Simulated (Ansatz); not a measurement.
## Symmetry broken, then relaxed in BaTiO3

Level of theory: Ansatz 0.2.0, DFT PBE, scalar-relativistic, plane waves, PAW. The runs took a 420 eV cutoff, a Γ-centred 6×6×6 mesh and Gaussian smearing (0.05 eV). No spin polarisation. Energies are free energies at this smearing, counted from the undisturbed cell; pressure is positive in compression.

Reference structure (relaxed at this level; it needn't be the usual structure):

```
Ba Ti O
1.0
     4.01923    0.00000    0.00000
     0.00000    4.01923    0.00000
     0.00000    0.00000    4.01928
Ba Ti O
1 1 3
Direct
  0.00000 0.00000 0.00000
  0.50000 0.50000 0.50000
  0.50000 0.50000 0.00000
  0.50000 0.00000 0.50000
  0.00000 0.50000 0.50000
```

The atoms are displaced (Å, in the unstrained cell):

| atom | ux | uy | uz |
| --- | --- | --- | --- |
| Ba1 | -0.068 | 0.006 | -0.042 |
| Ti2 | 0.017 | -0.002 | 0.011 |
| O3 | 0.017 | -0.002 | 0.011 |
| O4 | 0.017 | -0.002 | 0.011 |
| O5 | 0.017 | -0.002 | 0.011 |

Cell and atoms are then relaxed.

**Question.** Does the relaxation return to the undisturbed structure?

**Answer.** No. It ends 13.4 meV/atom below it. The disturbance itself cost 5.7 meV/atom. The final space group reads R3m (tolerance 0.05 Å) and the volume changes by 3.09 %.

Final structure:

```yaml
crystal:
  lattice:
    - [4.06015, -0.01032, 0.01032]
    - [-0.01032, 4.06025, -0.01033]
    - [0.01032, -0.01033, 4.06020]
  atoms:
    - { symbol: Ba, position: [0.99049, 0.00950, 0.99049] }
    - { symbol: Ti, position: [0.47666, 0.52336, 0.47665] }
    - { symbol: O, position: [0.50733, 0.49267, 0.01819] }
    - { symbol: O, position: [0.50733, 0.98181, 0.50733] }
    - { symbol: O, position: [0.01819, 0.49266, 0.50734] }
```

The relaxation, step by step (energy from the first step; small jumps at an unchanged geometry come where the plane waves are selected anew for the new cell):

```
step  ΔE (meV/atom) largest force component (eV/Å) pressure (GPa)
   1            0.0                           0.483            0.28
   2            8.8                           0.748            0.58
   3           -5.5                           0.053           -0.23
   4           -5.7                           0.033           -0.02
   5           -5.7                           0.017            0.01
   6           -5.7                           0.053           -0.16
   7           -8.4                           0.198           -0.83
   8          -17.1                           0.105            0.09
   9           15.1                           1.342            4.22
  10          -17.3                           0.075           -0.43
  11          -17.5                           0.022            0.06
  12          -17.5                           0.005           -0.02
  13          -19.0                           0.004            0.17
  14          -18.9                           0.008           -0.01
  15          -19.0                           0.008            0.00
```

Frames along the relaxation (Å, eV/Å):

```xyz
5
Lattice="4.019 0.000 0.000 0.000 4.019 0.000 0.000 0.000 4.019" Properties=species:S:1:pos:R:3:forces:R:3 pbc="T T T" step=1
Ba   -0.068    0.006   -0.042    0.483   -0.046    0.304
Ti    2.027    2.008    2.020   -0.275    0.026   -0.173
O     2.027    2.008    0.011   -0.049    0.005   -0.068
O     2.027   -0.002    2.020   -0.052    0.010   -0.034
O     0.017    2.008    2.020   -0.108    0.005   -0.030
5
Lattice="4.017 0.000 -0.001 0.000 4.020 0.000 -0.001 0.000 4.019" Properties=species:S:1:pos:R:3:forces:R:3 pbc="T T T" step=2
Ba    0.097   -0.009    0.060   -0.748    0.072   -0.473
Ti    1.971    2.014    1.986    0.477   -0.046    0.303
O     1.997    2.011   -0.024   -0.069    0.006    0.255
O     1.997    0.004    2.003   -0.068   -0.038   -0.041
O    -0.038    2.011    2.002    0.408    0.006   -0.044
5
Lattice="4.020 -0.001 0.006 -0.001 4.022 -0.001 0.006 -0.001 4.021" Properties=species:S:1:pos:R:3:forces:R:3 pbc="T T T" step=3
Ba   -0.003    0.000   -0.002    0.006   -0.002    0.009
Ti    2.010    2.010    2.012    0.002    0.001   -0.002
O     2.013    2.010    0.002   -0.029    0.003    0.032
O     2.017   -0.001    2.017   -0.032   -0.005   -0.022
O     0.001    2.010    2.012    0.053    0.003   -0.017
5
Lattice="4.019 0.000 0.000 0.000 4.020 0.000 0.000 0.000 4.020" Properties=species:S:1:pos:R:3:forces:R:3 pbc="T T T" step=4
Ba   -0.001    0.000   -0.001   -0.001    0.000   -0.001
Ti    2.007    2.010    2.008   -0.004    0.000   -0.003
O     2.011    2.010    0.000   -0.013    0.002    0.022
O     2.012    0.000    2.011   -0.015   -0.003   -0.011
O     0.000    2.010    2.011    0.033    0.001   -0.007
5
Lattice="4.019 0.000 0.000 0.000 4.019 0.000 0.000 0.000 4.019" Properties=species:S:1:pos:R:3:forces:R:3 pbc="T T T" step=5
Ba   -0.001    0.000   -0.001    0.000    0.000    0.000
Ti    2.007    2.010    2.008   -0.015    0.001   -0.009
O     2.010    2.010    0.001    0.000    0.000    0.011
O     2.010    0.000    2.010   -0.002   -0.002   -0.002
O     0.001    2.010    2.010    0.017    0.000    0.000
5
Lattice="4.022 0.000 0.000 0.000 4.018 0.000 0.000 0.000 4.021" Properties=species:S:1:pos:R:3:forces:R:3 pbc="T T T" step=6
Ba   -0.003    0.000   -0.002    0.000    0.001   -0.001
Ti    2.003    2.010    2.005   -0.047    0.009   -0.037
O     2.014    2.009    0.004   -0.003   -0.001    0.039
O     2.014   -0.001    2.013   -0.004   -0.007   -0.002
O     0.005    2.009    2.012    0.053   -0.001    0.001
5
Lattice="4.032 -0.002 0.001 -0.002 4.028 -0.001 0.001 -0.001 4.031" Properties=species:S:1:pos:R:3:forces:R:3 pbc="T T T" step=7
Ba   -0.013    0.011   -0.012    0.000    0.000   -0.001
Ti    1.981    2.043    1.981   -0.198    0.178   -0.193
O     2.027    2.004    0.024    0.006   -0.010    0.178
O     2.028   -0.023    2.027    0.006   -0.158    0.008
O     0.025    2.004    2.025    0.187   -0.010    0.009
5
Lattice="4.048 -0.005 0.005 -0.005 4.046 -0.005 0.005 -0.005 4.047" Properties=species:S:1:pos:R:3:forces:R:3 pbc="T T T" step=8
Ba   -0.030    0.030   -0.030    0.000    0.000    0.000
Ti    1.943    2.099    1.943   -0.105    0.103   -0.104
O     2.046    1.997    0.063    0.023   -0.023    0.057
O     2.050   -0.068    2.049    0.026   -0.058    0.026
O     0.064    1.997    2.045    0.057   -0.022    0.022
5
Lattice="4.094 -0.016 0.011 -0.016 4.089 -0.016 0.011 -0.016 4.091" Properties=species:S:1:pos:R:3:forces:R:3 pbc="T T T" step=9
Ba   -0.062    0.062   -0.061   -0.030    0.050   -0.039
Ti    1.886    2.192    1.883    1.135   -1.342    1.186
O     2.088    1.985    0.119   -0.020    0.033   -1.097
O     2.101   -0.141    2.100   -0.010    1.222   -0.018
O     0.120    1.985    2.086   -1.074    0.036   -0.032
5
Lattice="4.058 -0.008 0.007 -0.008 4.056 -0.008 0.007 -0.008 4.056" Properties=species:S:1:pos:R:3:forces:R:3 pbc="T T T" step=10
Ba   -0.035    0.034   -0.035    0.002    0.006   -0.002
Ti    1.938    2.110    1.938   -0.062    0.051   -0.055
O     2.053    1.995    0.067    0.001    0.009    0.064
O     2.060   -0.075    2.060    0.001   -0.075   -0.004
O     0.068    1.995    2.052    0.058    0.009   -0.003
5
Lattice="4.056 -0.010 0.010 -0.010 4.057 -0.010 0.010 -0.010 4.056" Properties=species:S:1:pos:R:3:forces:R:3 pbc="T T T" step=11
Ba   -0.040    0.040   -0.040    0.022   -0.020    0.021
Ti    1.934    2.113    1.934   -0.006    0.008   -0.008
O     2.054    1.992    0.072   -0.014    0.013    0.013
O     2.064   -0.082    2.064   -0.014   -0.014   -0.013
O     0.072    1.992    2.055    0.012    0.013   -0.013
5
Lattice="4.057 -0.010 0.010 -0.010 4.057 -0.010 0.010 -0.010 4.057" Properties=species:S:1:pos:R:3:forces:R:3 pbc="T T T" step=12
Ba   -0.038    0.038   -0.038    0.005   -0.005    0.005
Ti    1.934    2.113    1.934   -0.004    0.004   -0.004
O     2.054    1.994    0.072   -0.001    0.001    0.002
O     2.064   -0.082    2.064   -0.002   -0.002   -0.001
O     0.072    1.994    2.054    0.002    0.001   -0.001
5
Lattice="4.057 -0.010 0.010 -0.010 4.057 -0.010 0.010 -0.010 4.057" Properties=species:S:1:pos:R:3:forces:R:3 pbc="T T T" step=13
Ba   -0.038    0.038   -0.038    0.004   -0.004    0.004
Ti    1.934    2.113    1.934   -0.004    0.004   -0.004
O     2.054    1.994    0.072   -0.002    0.001    0.002
O     2.064   -0.082    2.064   -0.002   -0.002   -0.001
O     0.072    1.994    2.054    0.002    0.001   -0.001
5
Lattice="4.060 -0.010 0.010 -0.010 4.060 -0.010 0.010 -0.010 4.060" Properties=species:S:1:pos:R:3:forces:R:3 pbc="T T T" step=14
Ba   -0.039    0.039   -0.039    0.008   -0.008    0.008
Ti    1.935    2.115    1.935   -0.007    0.007   -0.007
O     2.055    1.995    0.074    0.003   -0.003   -0.008
O     2.065   -0.084    2.065    0.003    0.007    0.003
O     0.074    1.995    2.055   -0.008   -0.003    0.003
5
Lattice="4.060 -0.010 0.010 -0.010 4.060 -0.010 0.010 -0.010 4.060" Properties=species:S:1:pos:R:3:forces:R:3 pbc="T T T" step=15
Ba   -0.039    0.039   -0.039    0.008   -0.008    0.008
Ti    1.935    2.115    1.935   -0.007    0.007   -0.007
O     2.055    1.995    0.074    0.003   -0.003   -0.008
O     2.065   -0.084    2.065    0.003    0.007    0.003
O     0.074    1.995    2.055   -0.008   -0.003    0.003
```

Symmetry holds off the tilts and polar distortions that many cubic perovskites undergo.

Cost: 3 runs of about 5.8 core-minutes in all, on Intel Xeon Platinum 8175M (Skylake/Cascade Lake) (shared hosts).